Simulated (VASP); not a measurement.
# KF (Carobbiite) (Fm-3m) in VASP: further runs, part 2 of 2

VASP 6.6.1.

### 3 Band structure, PBEsol

The input, POSCAR:

```
KF
1.0
    0.0000000000      2.6718500000      2.6718500000
    2.6718500000      0.0000000000      2.6718500000
    2.6718500000      2.6718500000      0.0000000000
K F
1 1
Direct
    0.0000000000      0.0000000000      0.0000000000
    0.5000000000      0.5000000000      0.5000000000
```

The input, INCAR.step1:

```
SYSTEM = KF
PREC = Accurate
ENCUT = 520
EDIFF = 1E-7
ISMEAR = 0
SIGMA = 0.02
LREAL = .False.
LASPH = .True.
NELM = 60
ALGO = Normal
ISIF = 2
LWAVE = .False.
LCHARG = .True.
GGA = PS
NBANDS = 15
```

The input, KPOINTS.step1:

```
Automatic mesh
0
Gamma
  10 10 10
  0 0 0
```

The input, INCAR.step2:

```
SYSTEM = KF
PREC = Accurate
ENCUT = 520
EDIFF = 1E-7
ISMEAR = 0
SIGMA = 0.05
LREAL = .False.
LASPH = .True.
NELM = 60
ALGO = Normal
ISIF = 2
LWAVE = .False.
LCHARG = .False.
GGA = PS
NBANDS = 15
ICHARG = 11
```

The input, KPOINTS.step2:

```
path GXWKGLUWLK,UX
15
line-mode
reciprocal
 0.0000000000  0.0000000000  0.0000000000  G
 0.5000000000  0.0000000000  0.5000000000  X

 0.5000000000  0.0000000000  0.5000000000  X
 0.5000000000  0.2500000000  0.7500000000  W

 0.5000000000  0.2500000000  0.7500000000  W
 0.3750000000  0.3750000000  0.7500000000  K

 0.3750000000  0.3750000000  0.7500000000  K
 0.0000000000  0.0000000000  0.0000000000  G

 0.0000000000  0.0000000000  0.0000000000  G
 0.5000000000  0.5000000000  0.5000000000  L

 0.5000000000  0.5000000000  0.5000000000  L
 0.6250000000  0.2500000000  0.6250000000  U

 0.6250000000  0.2500000000  0.6250000000  U
 0.5000000000  0.2500000000  0.7500000000  W

 0.5000000000  0.2500000000  0.7500000000  W
 0.5000000000  0.5000000000  0.5000000000  L

 0.5000000000  0.5000000000  0.5000000000  L
 0.3750000000  0.3750000000  0.7500000000  K

 0.6250000000  0.2500000000  0.6250000000  U
 0.5000000000  0.0000000000  0.5000000000  X
```

Potentials or basis: VASP PAW PBE potentials, release 64 (K_sv, F).

Run with:

```console
$ cat potpaw_PBE.64/K_sv/POTCAR potpaw_PBE.64/F/POTCAR > POTCAR
$ cp INCAR.step1 INCAR
$ cp KPOINTS.step1 KPOINTS
$ mpirun -np 1 vasp_std > vasp.out
$ cp INCAR.step2 INCAR
$ cp KPOINTS.step2 KPOINTS
$ mpirun -np 1 vasp_std > vasp.out
```

Wall time 74 s (1 thread of Intel Xeon Platinum 8259CL at 2.50GHz (Skylake/Cascade Lake), shared host); peak memory 0.21 GiB.

It converged, with:

```
Band gap on the k mesh  : 6.03 eV, direct
Band gap along the path : 6.03 eV, direct
```

Levels at the corners of the path, in eV from the valence-band top:
```
point  band 4  band 5  band 6  band 7  band 8  band 9  band 10  band 11  band 12  band 13
    Γ   -9.28   -9.28    0.00    0.00    0.00    6.03    10.64    10.64    10.64    12.31
    X   -9.49   -9.49   -0.21   -0.06   -0.06    8.10    10.23    11.66    13.60    14.27
    X   -9.49   -9.49   -0.21   -0.06   -0.06    8.10    10.23    11.66    13.60    14.27
    W   -9.67   -9.37   -0.41   -0.17   -0.17    9.63     9.63    11.15    13.37    14.28
    W   -9.67   -9.37   -0.41   -0.17   -0.17    9.63     9.63    11.15    13.37    14.28
    K   -9.51   -9.43   -0.34   -0.20   -0.20    8.85    10.62    11.01    13.59    13.66
    K   -9.51   -9.43   -0.34   -0.20   -0.20    8.85    10.62    11.01    13.59    13.66
    Γ   -9.28   -9.28    0.00    0.00    0.00    6.03    10.64    10.64    10.64    12.31
    Γ   -9.28   -9.28    0.00    0.00    0.00    6.03    10.64    10.64    10.64    12.31
    L   -9.31   -9.31   -0.81   -0.35   -0.35    8.97    10.46    12.05    12.05    14.32
    L   -9.31   -9.31   -0.81   -0.35   -0.35    8.97    10.46    12.05    12.05    14.32
    U   -9.51   -9.43   -0.34   -0.20   -0.20    8.85    10.62    11.01    13.59    13.66
    U   -9.51   -9.43   -0.34   -0.20   -0.20    8.85    10.62    11.01    13.59    13.66
    W   -9.67   -9.37   -0.41   -0.17   -0.17    9.63     9.63    11.15    13.37    14.28
    W   -9.67   -9.37   -0.41   -0.17   -0.17    9.63     9.63    11.15    13.37    14.28
    L   -9.31   -9.31   -0.81   -0.35   -0.35    8.97    10.46    12.05    12.05    14.32
    L   -9.31   -9.31   -0.81   -0.35   -0.35    8.97    10.46    12.05    12.05    14.32
    K   -9.51   -9.43   -0.34   -0.20   -0.20    8.85    10.62    11.01    13.59    13.66
    U   -9.51   -9.43   -0.34   -0.20   -0.20    8.85    10.62    11.01    13.59    13.66
    X   -9.49   -9.49   -0.21   -0.06   -0.06    8.10    10.23    11.66    13.60    14.27
```

Caveat: the log is that of the step along the path at fixed density, whose energy, stress, charges and moments have no meaning; the PAW data sets were made with another functional, which shifts forces and pressure a little. Expect the measured gap to be larger: semilocal functionals such as PBEsol lack the derivative discontinuity.

### 4 Band structure, r2SCAN

The input, INCAR:

```
SYSTEM = KF
PREC = Accurate
ENCUT = 520
EDIFF = 1E-7
ISMEAR = 0
SIGMA = 0.02
LREAL = .False.
LASPH = .True.
NELM = 60
ALGO = Normal
ISIF = 2
LWAVE = .False.
LCHARG = .False.
METAGGA = R2SCAN
LMIXTAU = .True.
NBANDS = 15
```

The input, KPOINTS:

```
Automatic mesh
0
Gamma
  10 10 10
  0 0 0
```

POSCAR is that of step 3.

The input, KPOINTS_OPT:

```
path GXWKGLUWLK,UX
15
line-mode
reciprocal
 0.0000000000  0.0000000000  0.0000000000  G
 0.5000000000  0.0000000000  0.5000000000  X

 0.5000000000  0.0000000000  0.5000000000  X
 0.5000000000  0.2500000000  0.7500000000  W

 0.5000000000  0.2500000000  0.7500000000  W
 0.3750000000  0.3750000000  0.7500000000  K

 0.3750000000  0.3750000000  0.7500000000  K
 0.0000000000  0.0000000000  0.0000000000  G

 0.0000000000  0.0000000000  0.0000000000  G
 0.5000000000  0.5000000000  0.5000000000  L

 0.5000000000  0.5000000000  0.5000000000  L
 0.6250000000  0.2500000000  0.6250000000  U

 0.6250000000  0.2500000000  0.6250000000  U
 0.5000000000  0.2500000000  0.7500000000  W

 0.5000000000  0.2500000000  0.7500000000  W
 0.5000000000  0.5000000000  0.5000000000  L

 0.5000000000  0.5000000000  0.5000000000  L
 0.3750000000  0.3750000000  0.7500000000  K

 0.6250000000  0.2500000000  0.6250000000  U
 0.5000000000  0.0000000000  0.5000000000  X
```

Run with:

```console
$ cat potpaw_PBE.64/K_sv/POTCAR potpaw_PBE.64/F/POTCAR > POTCAR
$ mpirun -np 1 vasp_std > vasp.out
```

Run time: 5.2 min. Hardware: 1 thread of Intel Xeon Platinum 8259CL at 2.50GHz (Skylake/Cascade Lake), shared host; peak memory 0.19 GiB.

The run converged. Its results:

| Property | Result |
| --- | --- |
| Free energy | -14.9727 eV |
| Pressure | -0.5 GPa |
| Band gap on the k mesh | 6.83 eV, direct |
| Band gap along the path | 6.83 eV, direct |

Levels at the corners of the path, in eV from the valence-band top:
```csv
point,band 6,band 7,band 8,band 9,band 10,band 11
Γ,0.00,0.00,0.00,6.83,11.45,11.45
X,-0.20,-0.05,-0.05,8.76,11.22,12.42
X,-0.20,-0.05,-0.05,8.76,11.22,12.42
W,-0.39,-0.16,-0.16,10.33,10.33,12.13
W,-0.39,-0.16,-0.16,10.33,10.33,12.13
K,-0.32,-0.19,-0.19,9.53,11.34,12.00
K,-0.32,-0.19,-0.19,9.53,11.34,12.00
Γ,0.00,0.00,0.00,6.83,11.45,11.45
Γ,0.00,0.00,0.00,6.83,11.45,11.45
L,-0.76,-0.34,-0.34,9.68,11.25,12.92
L,-0.76,-0.34,-0.34,9.68,11.25,12.92
U,-0.32,-0.19,-0.19,9.53,11.34,12.00
U,-0.32,-0.19,-0.19,9.53,11.34,12.00
W,-0.39,-0.16,-0.16,10.33,10.33,12.13
W,-0.39,-0.16,-0.16,10.33,10.33,12.13
L,-0.76,-0.34,-0.34,9.68,11.25,12.92
L,-0.76,-0.34,-0.34,9.68,11.25,12.92
K,-0.32,-0.19,-0.19,9.53,11.34,12.00
U,-0.32,-0.19,-0.19,9.53,11.34,12.00
X,-0.20,-0.05,-0.05,8.76,11.22,12.42
```

Caveat: the PAW data sets were made with another functional, which shifts forces and pressure a little. r2SCAN opens gaps a little over a GGA but as a rule still falls short of measured ones.

### 5 Summary

| level | gap on the mesh (eV) |
| --- | --- |
| PBE | 6.17 |
| PBEsol | 6.03 |
| r2SCAN | 6.83 |

Alike in all rows: task band structure; potentials or basis VASP PAW PBE potentials, release 64 (K_sv, F); no spin polarisation; cell as given; k mesh 10 × 10 × 10; cutoff (eV) 520; smearing gaussian 0.02 eV.

On the cell as given the gap runs from 6.03 eV (PBEsol) to 6.83 eV (r2SCAN).

Caveats: the PAW data sets were made with another functional, which shifts forces and pressure a little (some runs).

Absolute energies hang on the potentials; compare differences alone.
